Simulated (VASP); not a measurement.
A run of VASP 6.6.1:

The input INCAR:

```
  PREC = Accurate
  ENCUT = 520
  EDIFF = 1E-7
  ISMEAR = 0
  SIGMA = 0.05
  LREAL = False
  LASPH = True
  NELM = 100
  ALGO = Fast
  ISIF = 2
  LWAVE = False
  LCHARG = False
  NBANDS = 56
```

The input KPOINTS:

```
Automatic mesh
0
Gamma
  4 4 4
```

Contents of POSCAR:

```
HfO2
1.0
    5.1180000000      0.0000000000      0.0000000000
    0.0000000000      5.1857000000      0.0000000000
   -0.8586630598      0.0000000000      5.2138671406
Hf O
4 8
Direct
    0.2755000000      0.0397000000      0.2080000000
    0.7245000000      0.5397000000      0.2920000000
    0.7245000000      0.9603000000      0.7920000000
    0.2755000000      0.4603000000      0.7080000000
    0.4487000000      0.7581000000      0.4801000000
    0.5513000000      0.2581000000      0.0199000000
    0.5513000000      0.2419000000      0.5199000000
    0.4487000000      0.7419000000      0.9801000000
    0.0742000000      0.3316000000      0.3467000000
    0.9258000000      0.8316000000      0.1533000000
    0.9258000000      0.6684000000      0.6533000000
    0.0742000000      0.1684000000      0.8467000000
```

Potentials or basis: VASP PAW LDA potentials, release 64 (Hf_pv, O).

The run is started by

```console
$ cat potpaw_LDA.64/Hf_pv/POTCAR potpaw_LDA.64/O/POTCAR > POTCAR
$ mpirun -np 1 vasp_std > vasp.out
```

Hardware: 1 thread of Intel(R) Xeon(R) Platinum 8488C (Sapphire Rapids) (shared host).

Q: Estimate the wall time of this run.

A: Wall time 3.8 min on 1 thread of Intel(R) Xeon(R) Platinum 8488C (Sapphire Rapids), on a shared host, peak memory 0.3 GiB. Counts: scf iterations 19, k points 30.
